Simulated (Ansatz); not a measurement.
Space group I-42d (No. 122). a = 3.909 Å, b = 3.909 Å, c = 5.935 Å, α = 90.00°, β = 90.00°, γ = 90.00°
```tsv
atom	site	symmetry	x	y	z
C	4a	-4..	0.0000	0.5000	0.2500
O	8d	.2.	0.7500	0.3326	0.3750
```

Equation of state of this CO$_{2}$ structure (not necessarily the ground state), with shape and atoms relaxed at each volume where symmetry leaves them free. All numbers below come from DFT r2SCAN, scalar-relativistic, plane waves, PAW in Ansatz 0.2.0.

Settings: cutoff 500 eV, Γ-centred mesh 8×8×8 on the computed 6-atom cell, Gaussian smearing of 0.02 eV; no spin polarisation.

```
V (Å³/atom) E − E(largest V) (meV/atom) P (GPa) gap on mesh (eV)
      6.651                        32.61    24.96              8.58
      6.877                         2.82    17.36              8.62
      7.104                       -16.92    10.75              8.63
      7.331                       -27.96     5.03              8.62
      7.557                       -31.44     0.04              8.60
      7.784                       -28.36    -4.30              8.55
      8.011                       -19.52    -8.10              8.50
      8.313                         0.00   -12.47              8.40
```

Problem. Fit a third-order Birch–Murnaghan equation to E(V).

Solution. V0 = 7.56 Å³/atom, B0 = 155 GPa, B0' = 3.6.

This form isn't the usual stable structure of the compound.